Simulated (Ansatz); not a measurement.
LiF in the zincblende structure (r2SCAN geometry), in Ansatz:

```
Li F
1.0
     0.00000    2.14461    2.14461
     2.14461    0.00000    2.14461
     2.14461    2.14461    0.00000
Li F
1 1
Cartesian
  0.0000 0.0000 0.0000
  1.0723 1.0723 1.0723
```

G0W0@PBE with 108 empty bands, a screening cutoff of 180 eV and a 6×6×6 mesh (PAW, contour deformation) gives 12.172 eV over the mesh points, from a PBE gap of 7.930 eV; it sums over 113 bands with 113 plane waves in the screening and a wave cutoff of 420 eV. G0W0 here is at a finite number of bands, screening cutoff and k mesh, not at the basis limit. No spin polarisation and no zero-point or thermal motion; the cell was built from a prototype and may be hypothetical.

(1) Another run gave a Kohn-Sham gap of 7.913 eV and a G0W0 gap of 12.164 eV, summing over 113 bands with 113 plane waves in the screening and a wave cutoff of 1320 eV. What was changed?

(2) Estimate the gap with empty bands 209, screening cutoff 260 eV.

(3) Estimate the gap with starting point HSE06.

(4) Another run gave a Kohn-Sham gap of 7.930 eV and a G0W0 gap of 11.969 eV, summing over 49 bands with 59 plane waves in the screening and a wave cutoff of 420 eV. What was changed?

Results:

(1) Potentials of the kind norm-conserving, with them a wave cutoff of 1320 eV. The wave cutoff gives it away.

(2) 12.311 eV (+0.139 eV), from a Kohn-Sham gap of 7.930 eV.

(3) 13.150 eV (+0.978 eV), from a Kohn-Sham gap of 10.111 eV.

(4) Empty bands 44, screening cutoff 100 eV. The counts of bands and plane waves show that both rose or fell; the cutoff follows only within a few eV.
